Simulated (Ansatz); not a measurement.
The cell is COD entry 9013138, as deposited and not checked against the literature; nothing was relaxed.

Input and log of a run on Se: DFT, PBEsol, all-electron LAPW, scalar-relativistic (Ansatz 0.2.0).

Command: `ansatz run input.yaml --threads 2 --pin off --max-ram 8192MiB --backend cpu --events-out ev --progress --plain --runs-dir out` The run took 3.3 min on 2 threads of Arm Neoverse V1 (shared host), peak memory 1 GiB.

```yaml
crystal:
  lattice:
    - [5.6809998619, 3.2799267995, 1.47633]
    - [-5.6809998619, 3.2799267995, 1.47633]
    - [0.0, -6.5598535991, 1.47633]
  atoms:
    - { symbol: Se, position: [0.28066, 0.16251, 0.91818] }
    - { symbol: Se, position: [0.91818, 0.28066, 0.16251] }
    - { symbol: Se, position: [0.16251, 0.91818, 0.28066] }
    - { symbol: Se, position: [0.71934, 0.83749, 0.08182] }
    - { symbol: Se, position: [0.08182, 0.71934, 0.83749] }
    - { symbol: Se, position: [0.83749, 0.08182, 0.71934] }
kpoints:
  mp_grid: { grid: [6, 6, 6] }
  band_path:
    path:
      - [0.0, 0.0, 0.0]
      - [0.5, 0.0, 0.0]
      - [0.5, -0.5, 0.5]
      - [0.200433267, -0.799566733, 0.200433267]
      - [0.200433267, 0.200433267, 0.200433267]
      - [0.0, 0.0, 0.0]
      - [0.5, -0.5, 0.0]
    npoints: 14
scf:
  occupations: { method: fermi_dirac, width: 0.01 }
hamiltonian:
  xc: pbesol
  pseudopotentials: { kind: all_electron, lapw: { basis_error: 0.001 } }
output:
  forces: true
  stress: true
  eigenvalues: true
  populations: true
  dos: { projected: true, de: 0.2, e_range: [-14, 8] }
```

The log:

```
Se: projections on atomic orbitals take those of the free atom 1s2 2s2 2p6 3s2 3p6 3d10 4s2 4p4, of charge +0.00 (hamiltonian.pseudopotentials.projection_atoms)
LAPW: plane waves up to 9.340 Å⁻¹, error target 1.0e-3 eV per atom; small_component_spin mean_spin; Se in spheres of 1.178 Å, 24 of its electrons in bands, Dirac shells []
Engine: ansatz 0.2.0
Pseudopotentials: kind: all_electron
Pseudopotential: Se, LAPW, valence charge 24, Koelling and Harmon's equation, gaussian nucleus
Functional definition: PBEsol
  exchange = pbesol_x
  correlation = pbesol_c
Crystal: 6 atoms, lattice volume = 165.053 Å³
Basis set: ecut = 332.3359003681089 eV, 2243 PW (Γ), FFT grids on a1+a2+a3, a2, a3, exchange–correlation at level 2
Bands: 87, of which v1, the nominal top of the filled ones, is band 72 counted from 1 (71 counted from 0)
Symmetry: 6 space group operations
Space group: R-3 (ITA 148), of the structure as read, at distance tolerance 5.5e-5 Å
k-points: 40 of 216
Non-local potential: Se, projectors of the file, none
Initial density: superposition of atomic densities (chi_scale 0.1, normalization cell)
Initial wavefunctions: plane waves of lowest kinetic energy (no species holds an atomic orbital)
Functional: x = pbesol(κ = 0.804, μ = 0.12345679012345678), c = pbesol(β = 0.046)
iter 1 solved again at ethr=4.26e-4 eV; its pass at ethr=1.00e-1 eV (dr2=6.13e-1 eV) is discarded
SCF iter   1: F=—  HF=-396484.745163 eV  |F-HF|=—  |Δ(HF+E_count)|=         —  Δρ=2.18e-2  dr2=6.10e-1  ethr=4.26e-4  ⟨swp⟩=2.3  Hψ=21501  notcnv=0
preconditioner: auto → Resta (q_TF=auto, 2.667 Å⁻¹)  ε∞=3.1  [insulator: Δε(μ)=1.319 eV  Ē_g=11.964 eV  σ=0.010 eV  W_gap=1.00  n_scr=42 (ndim 8)  ℏωp=17.3 eV  f_vac=0.200  D(μ)=0.00/eV (n_scr^D=0)  ε∞_Penn≈3.1]
SCF iter   2: F=—  HF=-396484.543702 eV  |F-HF|=—  |Δ(HF+E_count)|=   2.01e-1  Δρ=1.20e-2  dr2=2.04e-1  ethr=4.24e-4  ⟨swp⟩=2.1  Hψ=10084  notcnv=0
iter 3 solved again at ethr=3.73e-6 eV; its pass at ethr=1.41e-4 eV (dr2=5.37e-3 eV) is discarded
SCF iter   3: F=—  HF=-396484.482030 eV  |F-HF|=—  |Δ(HF+E_count)|=   6.17e-2  Δρ=1.74e-3  dr2=5.36e-3  ethr=3.73e-6  ⟨swp⟩=2.0  Hψ=17647  notcnv=0
SCF iter   4: F=—  HF=-396484.486935 eV  |F-HF|=—  |Δ(HF+E_count)|=         —  Δρ=6.31e-4  dr2=8.58e-4  ethr=3.72e-6  ⟨swp⟩=2.0  Hψ=10080  notcnv=0
the basis was enlarged: its passes take 874.7 KiB over the memory plan, 2 of 2 planned eigensolver slots
SCF iter   5: F=—  HF=-396484.486480 eV  |F-HF|=—  |Δ(HF+E_count)|=   4.55e-4  Δρ=1.93e-4  dr2=8.69e-5  ethr=5.96e-7  ⟨swp⟩=2.0  Hψ=9495  notcnv=0
SCF iter   6: F=—  HF=-396484.486517 eV  |F-HF|=—  |Δ(HF+E_count)|=   3.73e-5  Δρ=7.24e-5  dr2=1.13e-5  ethr=6.04e-8  ⟨swp⟩=3.0  Hψ=9931  notcnv=0
SCF iter   7: F=—  HF=-396484.486525 eV  |F-HF|=—  |Δ(HF+E_count)|=   8.01e-6  Δρ=2.88e-5  dr2=2.31e-6  ethr=7.85e-9  ⟨swp⟩=3.0  Hψ=9952  notcnv=0
SCF iter   8: F=—  HF=-396484.486526 eV  |F-HF|=—  |Δ(HF+E_count)|=   1.06e-6  Δρ=6.93e-6  dr2=1.29e-7  ethr=1.60e-9  ⟨swp⟩=3.0  Hψ=10037  notcnv=0
SCF iter   9: F=-396484.486527 eV  HF=-396484.486527 eV  |F-HF|=2.06e-8  |Δ(HF+E_count)|=   1.94e-7  Δρ=2.21e-6  dr2=1.31e-8  ethr=8.98e-11  ⟨swp⟩=3.0  Hψ=9995  notcnv=0
SCF 1 converged in 9 iterations: F = -396484.486527 eV  dr2 = 1.31e-8
NSCF: frozen V_eff on 85 k-points
SCF converged after 9 iterations
Free energy (F): -396484.486527 eV
Harris-Foulkes:  -396484.486527 eV  (|F-HF|=2.06e-8)
Internal energy: -396484.486527 eV  (E = F + TS)
E sigma→0 (E₀):  -396484.486527 eV
Fermi energy:    7.519062 eV
--- Per-component energies (eV) ---
  E_band       = -9901.769773
  E_kinetic    = 405842.358894
  E_xc         = -14096.151557
  E_electrostatic = -788230.693864  (all electrons and nuclei)
  E_smearing   = -0.000000  (= −TS)
  E_closure    = 0.000000  (closes the sum)
  E_atoms      = -396461.801402  (free atoms, spherical and without spin; not in F)
  Σ components = -396484.486527   (vs F -396484.486527, Δ=0.00e0)
  Basis errors (estimates in eV, not in F): energy 5.2e-4 per atom: plane waves 4.7e-4 (2.8e-4 summed), levels above the bands 0.0e0, relativity 1.6e-8, radial functions 4.3e-5, core shells 2.0e-9; eigenvalues (radial functions only) 6.1e-7; not estimated: angular momenta, meshes, grids; target (lapw.basis_error) 1.0e-3; muffin-tin radii Se 1.178 Å
--- Forces (eV/Å), atoms counted from 1 ---
  atom   1  Se     0.14223468     0.25532645     0.16459280
  atom   2  Se    -0.29223654    -0.00448438     0.16459280
  atom   3  Se     0.15000185    -0.25084208     0.16459280
  atom   4  Se    -0.14223468    -0.25532645    -0.16459280
  atom   5  Se     0.29223654     0.00448438    -0.16459280
  atom   6  Se    -0.15000185     0.25084208    -0.16459280
  max |Σ_I F_I| component: 5.55e-17 eV/Å
--- Stress (GPa, compression-positive) ---
        0.019548      -0.000000      -0.000000
       -0.000000       0.019548      -0.000000
       -0.000000      -0.000000       0.256285
  P = ⅓ Tr σ = 0.0985 GPa (0.985 kbar)
--- Band table (eV; the first three rows and the last of 40) ---
  k-point 0: bands = ["-200.8917", "-200.8916", "-200.8916", "-200.8913", "-200.8913", "-200.8912", "-140.6687", "-140.6678", "-140.6678", "-140.6660", "-140.6660", "-140.6651", "-140.6148", "-140.6142", "-140.6142", "-140.6130", "-140.6130", "-140.6124", "-140.3848", "-140.3848", "-140.3848", "-140.3847", "-140.3847", "-140.3847", "-41.1808", "-41.1573", "-41.1573", "-41.1268", "-41.1258", "-41.1258", "-41.1082", "-41.1082", "-41.1048", "-41.0902", "-41.0902", "-41.0594", "-40.9399", "-40.9377", "-40.9377", "-40.9347", "-40.9347", "-40.9343", "-40.8980", "-40.8967", "-40.8967", "-40.8940", "-40.8940", "-40.8926", "-40.8703", "-40.8567", "-40.8567", "-40.8389", "-40.8389", "-40.8318", "-8.8490", "-7.1179", "-7.1179", "-4.8826", "-4.8826", "-3.2045", "1.3032", "1.9978", "2.5543", "2.5543", "4.2438", "4.2438", "4.8007", "5.6541", "6.1510", "6.1510", "6.2612", "6.2612", "8.6689", "8.6689", "9.5013", "9.7038", "9.7038", "9.9050", "13.0490", "13.3860", "13.3860", "13.7771", "13.7771", "14.1859", "14.4980", "16.1202", "16.5585"]
  k-point 1: bands = ["-200.8917", "-200.8916", "-200.8916", "-200.8913", "-200.8913", "-200.8912", "-140.6687", "-140.6678", "-140.6678", "-140.6660", "-140.6660", "-140.6651", "-140.6148", "-140.6142", "-140.6142", "-140.6130", "-140.6130", "-140.6124", "-140.3848", "-140.3848", "-140.3848", "-140.3847", "-140.3847", "-140.3847", "-41.1809", "-41.1573", "-41.1571", "-41.1268", "-41.1258", "-41.1258", "-41.1083", "-41.1082", "-41.1047", "-41.0904", "-41.0903", "-41.0593", "-40.9399", "-40.9377", "-40.9377", "-40.9347", "-40.9347", "-40.9343", "-40.8980", "-40.8967", "-40.8967", "-40.8940", "-40.8940", "-40.8926", "-40.8703", "-40.8568", "-40.8566", "-40.8389", "-40.8388", "-40.8319", "-8.7743", "-7.1689", "-7.1246", "-4.8879", "-4.7923", "-3.2355", "1.4186", "1.9260", "2.2937", "2.4323", "3.8990", "4.2356", "4.3874", "5.8637", "5.9788", "6.1639", "6.4691", "6.5667", "8.4133", "8.6285", "9.2164", "9.7935", "9.8964", "10.2587", "12.9390", "13.3448", "13.6540", "13.8278", "14.2709", "14.5602", "15.5691", "15.7308", "16.2716"]
  k-point 2: bands = ["-200.8917", "-200.8916", "-200.8916", "-200.8913", "-200.8913", "-200.8912", "-140.6687", "-140.6678", "-140.6678", "-140.6660", "-140.6660", "-140.6651", "-140.6148", "-140.6142", "-140.6142", "-140.6130", "-140.6130", "-140.6124", "-140.3848", "-140.3848", "-140.3848", "-140.3847", "-140.3847", "-140.3847", "-41.1811", "-41.1572", "-41.1568", "-41.1269", "-41.1259", "-41.1257", "-41.1083", "-41.1082", "-41.1047", "-41.0907", "-41.0903", "-41.0592", "-40.9399", "-40.9378", "-40.9377", "-40.9347", "-40.9347", "-40.9342", "-40.8980", "-40.8968", "-40.8967", "-40.8939", "-40.8939", "-40.8927", "-40.8702", "-40.8569", "-40.8564", "-40.8389", "-40.8385", "-40.8322", "-8.6052", "-7.2816", "-7.1391", "-4.8964", "-4.6059", "-3.3363", "1.4791", "1.7750", "2.2840", "2.3942", "3.1304", "3.9769", "4.0622", "5.5045", "5.9886", "6.1535", "6.5345", "6.5744", "8.6296", "8.7228", "9.0583", "9.9252", "10.0249", "10.4922", "13.3360", "13.5047", "14.0389", "14.3811", "15.4134", "15.5782", "15.9007", "16.2932", "16.6384"]
  k-point 39: bands = ["-200.8917", "-200.8916", "-200.8916", "-200.8913", "-200.8913", "-200.8912", "-140.6687", "-140.6678", "-140.6678", "-140.6660", "-140.6660", "-140.6651", "-140.6148", "-140.6142", "-140.6142", "-140.6130", "-140.6130", "-140.6124", "-140.3848", "-140.3848", "-140.3848", "-140.3847", "-140.3847", "-140.3847", "-41.1809", "-41.1571", "-41.1571", "-41.1267", "-41.1259", "-41.1259", "-41.1082", "-41.1082", "-41.1047", "-41.0902", "-41.0902", "-41.0597", "-40.9397", "-40.9378", "-40.9378", "-40.9347", "-40.9347", "-40.9342", "-40.8981", "-40.8966", "-40.8966", "-40.8939", "-40.8939", "-40.8927", "-40.8709", "-40.8561", "-40.8561", "-40.8386", "-40.8386", "-40.8328", "-8.3487", "-7.3501", "-7.3501", "-4.9415", "-4.9415", "-2.6635", "1.5958", "1.9974", "1.9974", "2.8848", "3.3551", "3.3551", "3.5775", "5.3977", "5.3977", "5.6363", "5.6363", "6.9594", "8.3437", "8.3437", "8.7697", "10.4660", "11.1749", "11.1749", "13.7844", "13.7844", "14.4479", "15.6216", "16.1530", "16.5383", "16.5383", "16.5558", "16.5558"]
--- Löwdin populations: 6 sites ---
  site symbol       q [e]
     0     Se     33.9430
     1     Se     33.9430
     2     Se     33.9430
     3     Se     33.9430
     4     Se     33.9430
     5     Se     33.9430
  spilling = 0.001677 (of n_electrons = 204.000000)
```
